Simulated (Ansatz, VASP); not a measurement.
# P in VASP and in Ansatz

The input POSCAR:

```
P
1.0
    3.4070000000      0.0000000000      0.0000000000
   -1.7035000000      2.9505485507      0.0000000000
    0.0000000000      0.0000000000     28.0000000000
P
2
Direct
    0.3333333333      0.6666666667      0.5187321429
    0.6666666667      0.3333333333      0.4812678571
```

The input INCAR.step1:

```
SYSTEM = P
PREC = Accurate ; ENCUT = 520
ISMEAR = 0 ; SIGMA = 0.02
LREAL = .FALSE. ; LASPH = .TRUE.
NELM = 80 ; LDIPOL = .TRUE.
IDIPOL = 3 ; DIPOL = 0.5 0.5 0.500
NBANDS = 12 ; GGA = PE
ALGO = Normal ; EDIFF = 1E-4
LWAVE = .TRUE. ; LCHARG = .FALSE.
```

File INCAR.step2:

```
SYSTEM = P
PREC = Accurate ; ENCUT = 520
EDIFF = 1E-7 ; ISMEAR = 0
SIGMA = 0.02 ; LREAL = .FALSE.
LASPH = .TRUE. ; NELM = 80
ALGO = Normal ; ISIF = 2
LWAVE = .FALSE. ; LCHARG = .FALSE.
LDIPOL = .TRUE. ; IDIPOL = 3
DIPOL = 0.5 0.5 0.500 ; METAGGA = R2SCAN
LMIXTAU = .TRUE. ; NBANDS = 12
ISTART = 1
```

File KPOINTS:

```
Automatic mesh
0
G
  9 9 1
  0 0 0
```

Input for Ansatz:

```yaml
crystal:
  lattice:
    - [3.407, 0.0, 0.0]
    - [-1.7035, 2.9505485507, 0.0]
    - [0.0, 0.0, 28.0]
  atoms:
    - { symbol: P, position: [0.3333333333, 0.6666666667, 0.5187321429] }
    - { symbol: P, position: [0.6666666667, 0.3333333333, 0.4812678571] }
  periodic: [true, true, false]
basis:
  ecutwfc: 500
kpoints:
  mp_grid: { grid: [9, 9, 1] }
hamiltonian:
  xc: r2scan
scf:
  occupations: { method: gaussian, width: 0.02 }
output:
  forces: true
  stress: true
  eigenvalues: true
```

Alike in both runs: task single point; functional r2SCAN; k mesh 9 × 9 × 1; occupations gaussian, width 0.02 eV; no spin polarisation.

|  | VASP | Ansatz |
| --- | --- | --- |
| version | VASP 6.6.1 | Ansatz 0.2.0 |
| potentials or method | VASP PAW PBE potentials, release 64 (P) | scalar-relativistic, plane waves, PAW |
| plane-wave cutoff (eV) | 520 | 500 |
| valence electrons in the cell | 10 | 10 |

|  | VASP | Ansatz | Ansatz less VASP |
| --- | --- | --- | --- |
| gap on the k mesh at the Fermi level (eV) | 0.88 | 0.83 | -0.051 |
| least direct gap on the mesh (eV) | 1.49 | 1.44 | -0.045 |
| rms of the force components (eV/Å) | 1.221 | 1.291 | +0.0692 |

Atom by atom the forces differ by 0.069 eV/Å (rms over components).

Caveats: the PAW data sets were made with another functional, which shifts forces and pressure a little (VASP). r2SCAN opens gaps a little over a GGA but as a rule still falls short of measured ones.
